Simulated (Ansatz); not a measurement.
Pb:

```
Pb
1.0
     0.00000    2.47502    2.47502
     2.47502    0.00000    2.47502
     2.47502    2.47502    0.00000
Pb
1
Direct
  0.00000 0.00000 0.00000
```

| Property | Result |
| --- | --- |
| Program | Ansatz 0.2.0 |
| Task | relaxation of cell and atoms |
| Functional | BLYP |
| Potentials or basis | Ansatz PAW |
| Cutoff | 420 eV (not typed: the program's choice for these potentials) |
| k mesh | 9 × 9 × 9 |
| Occupations | fermi-dirac, width 0.05 eV |
| Spin | no spin polarisation |

At the start: volume 30.32 Å³/atom.

Where does the relaxation end?

It ends after 3 steps and the volume is 34.57 Å³/atom (+14.0 %); space group Fm-3m (No. 225, to 0.05 Å).

The path:
| step | energy change (eV) | largest force (eV/Å) | volume (Å³) |
| --- | --- | --- | --- |
| 1 | 0.0000 | 0.0000 | 30.32 |
| 2 | -0.0685 | 0.0000 | 34.57 |
| 3 | -0.0691 | 0.0000 | 34.57 |

Final structure:
```yaml
crystal:
  lattice:
    - [0.00000, 2.58547, 2.58547]
    - [2.58547, 0.00000, 2.58547]
    - [2.58547, 2.58547, 0.00000]
  atoms:
    - { symbol: Pb, position: [0.00000, 0.00000, 0.00000] }
```

The cell as given is a measured one (30.32 Å³/atom); BLYP puts the equilibrium volume +14.0 % from it, thermal expansion not counted.

Caveat: the plane-wave basis is chosen anew once the cell has moved, so the energies of steps on either side of that aren't comparable; the PAW data sets come from PBE, with cores solved anew for the run's functional, which leaves a small shift of forces and pressure.
